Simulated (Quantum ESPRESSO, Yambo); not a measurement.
# GaP (F-43m): G0W0 in Yambo against the bands, part 2 of 2

Aim: move the bands of a G0W0 run on GaP (F-43m) over a wide range.

Yambo 5.3.0; PBE and many-body steps on it, plane waves. Known limits of the many-body steps: not at the basis limit; no spin-orbit coupling; coarse k mesh.

So far. Step 4 (133 bands): Against the run before, the gap moves by +0.069 eV.

### Step 5. 234 bands

Level of this step: G0W0 on PBE, plane waves, norm-conserving pseudopotentials (Yambo).

Contents of gw4.in:

```
HF_and_locXC
gw0
dyson
ppa
em1d
rim_cut
RandQpts= 1000000
RandGvec= 1 RL
EXXRLvcs= 104 Ry
VXCRLvcs= 416 Ry
Chimod= "HARTREE"
% BndsRnXp
 1 | 234 |
%
NGsBlkXp= 15.5 Ry
% LongDrXp
 1 | 1 | 1 |
%
% GbndRnge
 1 | 234 |
%
DysSolver= "n"
ExtendOut
PPAPntXp= 27.21138 eV
% QPkrange
 1 | 1 | 12 | 15 |
 7 | 7 | 12 | 15 |
%
```

The run is started by

```sh
$ OMP_NUM_THREADS=1 mpirun -n 4 yambo -F gw4.in -J gw4 -C gw4 > gw4.log
```

Log:

```text
 Yambo, version 5.3.0

 [02] CORE Variables Setup
 =========================

  [... cell, symmetries and grids as in the set-up ...]

  [02.05] Energies & Occupations
  ==============================

  [X] === General ===
  [X] Electronic Temperature                        :  0.000000  0.000000 [eV K]
  [X] Bosonic    Temperature                        :  0.000000  0.000000 [eV K]
  [X] Finite Temperature mode                       : no
  [X] El. density                                   :  0.64228E+24 [cm-3]
[...]
QP @ state[ 1 ] b range                          :  12  15
   QP @ state[ 2 ] K range                          :   7   7
   QP @ state[ 2 ] b range                          :  12  15
   GF energies kind                                 : Perdew, Burke & Ernzerhof(X)+Perdew, Burke & Ernzerhof(C)
   GF WF`s kind                                     : Perdew, Burke & Ernzerhof(X)+Perdew, Burke & Ernzerhof(C)
   Xs energies kind                                 : Perdew, Burke & Ernzerhof(X)+Perdew, Burke & Ernzerhof(C)
   Xs WF`s kind                                     : Perdew, Burke & Ernzerhof(X)+Perdew, Burke & Ernzerhof(C)

 [11] Game Over & Game summary
```

It took 4 min on 4 MPI ranks of Arm Neoverse V1, shared host; peak memory 2 GiB.

Numbers from this step:

| Item | Value |
| --- | --- |
| G0W0 gap on the points computed | 2.318 eV |
| starting gap on the mesh | 1.653 eV |
| k of the valence top | 0, 0, 0 |
| k of the conduction bottom | 0, -0.5, -0.5 |
| least direct G0W0 gap on the computed points | 2.679 eV |

Against the run before, the gap moves by +0.038 eV.

### Step 6. 354 bands

gw5.in, as its differences from gw4.in of step 5:

```diff
@@ -12,3 +12,3 @@
 % BndsRnXp
- 1 | 234 |
+ 1 | 354 |
 %
@@ -19,3 +19,3 @@
 % GbndRnge
- 1 | 234 |
+ 1 | 354 |
 %
```

The run is started by

```sh
$ OMP_NUM_THREADS=1 mpirun -n 4 yambo -F gw5.in -J gw5 -C gw5 > gw5.log
```

Log:

```text
 Yambo, version 5.3.0

 [02] CORE Variables Setup
 =========================

  [... cell, symmetries and grids as in the set-up ...]

  [02.05] Energies & Occupations
  ==============================

  [X] === General ===
  [X] Electronic Temperature                        :  0.000000  0.000000 [eV K]
  [X] Bosonic    Temperature                        :  0.000000  0.000000 [eV K]
  [X] Finite Temperature mode                       : no
  [X] El. density                                   :  0.64228E+24 [cm-3]
[...]
QP @ state[ 1 ] b range                          :  12  15
   QP @ state[ 2 ] K range                          :   7   7
   QP @ state[ 2 ] b range                          :  12  15
   GF energies kind                                 : Perdew, Burke & Ernzerhof(X)+Perdew, Burke & Ernzerhof(C)
   GF WF`s kind                                     : Perdew, Burke & Ernzerhof(X)+Perdew, Burke & Ernzerhof(C)
   Xs energies kind                                 : Perdew, Burke & Ernzerhof(X)+Perdew, Burke & Ernzerhof(C)
   Xs WF`s kind                                     : Perdew, Burke & Ernzerhof(X)+Perdew, Burke & Ernzerhof(C)

 [11] Game Over & Game summary
```

Run time: 6.1 min. Hardware: 4 MPI ranks; peak memory 2.5 GiB.

This step gave:

```yaml
g0w0_gap_on_the_points_computed: 2.330 eV
starting_gap_on_the_mesh: 1.653 eV
k_of_the_valence_top: 0, 0, 0
k_of_the_conduction_bottom: 0, -0.5, -0.5
least_direct_g0w0_gap_on_the_computed_points: 2.668 eV
```

Against the run before, the gap moves by +0.012 eV.

### Step 7. 490 bands

gw6.in, as its differences from gw5.in of step 6:

```diff
@@ -12,3 +12,3 @@
 % BndsRnXp
- 1 | 354 |
+ 1 | 490 |
 %
@@ -19,3 +19,3 @@
 % GbndRnge
- 1 | 354 |
+ 1 | 490 |
 %
```

The run is started by

```sh
$ OMP_NUM_THREADS=1 mpirun -n 4 yambo -F gw6.in -J gw6 -C gw6 > gw6.log
```

Log:

```text
 Yambo, version 5.3.0

 [02] CORE Variables Setup
 =========================

  [... cell, symmetries and grids as in the set-up ...]

  [02.05] Energies & Occupations
  ==============================

  [X] === General ===
  [X] Electronic Temperature                        :  0.000000  0.000000 [eV K]
  [X] Bosonic    Temperature                        :  0.000000  0.000000 [eV K]
  [X] Finite Temperature mode                       : no
  [X] El. density                                   :  0.64228E+24 [cm-3]
[...]
QP @ state[ 1 ] b range                          :  12  15
   QP @ state[ 2 ] K range                          :   7   7
   QP @ state[ 2 ] b range                          :  12  15
   GF energies kind                                 : Perdew, Burke & Ernzerhof(X)+Perdew, Burke & Ernzerhof(C)
   GF WF`s kind                                     : Perdew, Burke & Ernzerhof(X)+Perdew, Burke & Ernzerhof(C)
   Xs energies kind                                 : Perdew, Burke & Ernzerhof(X)+Perdew, Burke & Ernzerhof(C)
   Xs WF`s kind                                     : Perdew, Burke & Ernzerhof(X)+Perdew, Burke & Ernzerhof(C)

 [11] Game Over & Game summary
```

It took 8.4 min on 4 MPI ranks; peak memory 3 GiB.

This step gave:

```yaml
g0w0_gap_on_the_points_computed: 2.334 eV
starting_gap_on_the_mesh: 1.653 eV
k_of_the_valence_top: 0, 0, 0
k_of_the_conduction_bottom: 0, -0.5, -0.5
least_direct_g0w0_gap_on_the_computed_points: 2.661 eV
```

Against the run before, the gap moves by +0.004 eV.

### Step 8. The runs together

Times are wall times on 4 MPI ranks of Arm Neoverse V1, shared host, good to a factor of about two.

```tsv
run	mesh	bands	screening cutoff (eV)	DFT gap (eV)	gap on the mesh (eV)	direct (eV)	time
40 bands	4×4×4	40	210.9	1.653	2.140	2.745	44 s
72 bands	4×4×4	72	210.9	1.653	2.211	2.702	76 s
133 bands	4×4×4	133	210.9	1.653	2.280	2.693	2.3 min
234 bands	4×4×4	234	210.9	1.653	2.318	2.679	4 min
354 bands	4×4×4	354	210.9	1.653	2.330	2.668	6.1 min
490 bands	4×4×4	490	210.9	1.653	2.334	2.661	8.4 min
```

### Step 9. What came out

```
40 bands     : 2.140 eV
72 bands     : 2.211 eV
133 bands    : 2.280 eV
234 bands    : 2.318 eV
354 bands    : 2.330 eV
490 bands    : 2.334 eV
known limits : not at the basis limit; no spin-orbit coupling; coarse k mesh
```

The setting moved: bands. From 40 bands to 490 bands the gap moves by +0.19 eV, for 11 times the time. It holds to 0.03 eV from 234 bands on. Bands and screening cutoff are coupled, so a series along one setting does not show full convergence. Bands and cutoff are finite, so the gap is not at the basis limit. The miss can reach some tenths of an eV and take either sign; the mesh is an error of its own. In the G0W0 runs levels were corrected at 2 k points alone, so a gap called «on the mesh» is the least over those, and an edge elsewhere would be missed. A denser mesh or path gives a starting gap of 1.59 eV: the GW mesh misses a band edge, so its gaps are not the fundamental one. The 4×4×4 mesh is coarse for this cell, which bears on the long-range parts of exchange and screening. The many-body steps are scalar-relativistic: spin-orbit coupling is not in them.

[Paths, hosts, dates, memory and timing lines, banners, echoed tables and standing remarks are left out of the program output.]

[Logs are printed without paths, hosts, clocks, repeated set-up lines and the standing remarks that a program may print on its own settings, such as how far it seeks lower states.]

[Runs of the session that timed out or met a known fault of the program may be left out.]

[Hosts, paths, dates, database ids (printed as entryN), source tags and the programs' standing remarks are cut or masked in the printed files.]
